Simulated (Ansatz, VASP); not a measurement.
## BaS in VASP and in Ansatz

```xyz
2
Lattice="0.0000 3.1938 3.1938 3.1938 0.0000 3.1938 3.1938 3.1938 0.0000" Properties=species:S:1:pos:R:3 pbc="T T T"
Ba    0.0000    0.0000    0.0000
S     3.1938    3.5688    3.1938
```

Change from the starting cell: one atom moved.

Alike in both runs: task single point; functional PBE; k mesh 8 × 8 × 8; occupations gaussian, width 0.02 eV; no spin polarisation.

|  | VASP | Ansatz |
| --- | --- | --- |
| version | VASP 6.6.1 | Ansatz 0.2.0 |
| potentials or method | VASP PAW PBE potentials, release 64 (Ba_sv, S) | scalar-relativistic, plane waves, PAW |
| plane-wave cutoff (eV) | 520 | 420 |
| valence electrons in the cell | 16 | 16 |

```csv
,VASP,Ansatz,Ansatz less VASP
gap on the k mesh at the Fermi level (eV),2.25,2.32,+0.067
least direct gap on the mesh (eV),2.29,2.35,+0.064
pressure (GPa),3.1,2.4,-0.69
largest component of the traceless stress (GPa),4.60,4.19,-0.408
rms of the force components (eV/Å),0.724,0.662,-0.0626
```

Atom by atom the forces differ by 0.063 eV/Å (rms over components). With one functional, cell and mesh, what is left measures potentials, basis and numerics.

Caveats: spin-orbit coupling is left out, which moves the levels of the heavy elements; forces of over 1 eV/Å show positions far from the minimum, so gaps and moduli don't describe the material at rest. A k mesh can miss the band edges.
